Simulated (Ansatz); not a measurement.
# BaTe: the cost of one run

Method: DFT PBE, scalar-relativistic, plane waves, PAW, in Ansatz 0.2.0.

**1. The starting structure**

The structure is cubic, space group Fm-3m (No. 225). The conventional cell has a = 7.090 Å, b = 7.090 Å, c = 7.090 Å, α = 90.00°, β = 90.00°, γ = 90.00°. Ba (site symmetry m-3m) is surrounded by 6 Te at 3.54 Å. Te (site symmetry m-3m) has 6 Ba at 3.54 Å as nearest neighbours.

As a file:

```xyz
2
Lattice="0.0000 3.5449 3.5449 3.5449 0.0000 3.5449 3.5449 3.5449 0.0000" Properties=species:S:1:pos:R:3 pbc="T T T"
Ba    0.0000    0.0000    0.0000
Te    3.5449    3.5449    3.5449
```

This is candidate A: structure listed in a database for this formula (Fm-3m, No. 225).

(A quick probe on a coarse mesh, which set the mesh and smearing, is not shown.)

**3. The relaxation (candidate A)**

input.yaml reads:

```yaml
crystal:
  lattice:
    - [0.0, 3.54491977, 3.54491977]
    - [3.54491977, 0.0, 3.54491977]
    - [3.54491977, 3.54491977, 0.0]
  atoms:
    - { symbol: Ba, position: [0.0, 0.0, 0.0] }
    - { symbol: Te, position: [0.5, 0.5, 0.5] }
basis:
  ecutwfc: 420
kpoints:
  mp_grid: { grid: [8, 8, 8] }
hamiltonian:
  xc: pbe
scf:
  occupations: { method: gaussian, width: 0.02 }
output:
  forces: true
  stress: true
  eigenvalues: true
  write_density: true
  write_potential: true
  elf: true
  volumetric_format: npy
relax:
  adjacent_minimum: "off"
  f_tol: 0.01
  max_steps: 80
  cell: { stress_tol: 0.05 }
```

Launch:

```bash
ansatz run input.yaml --threads 1 --pin off --max-ram 2560MiB --backend cpu --events-out ev --progress --plain --runs-dir out
```

What time and memory should one allow on 1 thread of Arm Neoverse V2, shared host?

About 11 s, with a peak of 0.38 GiB.
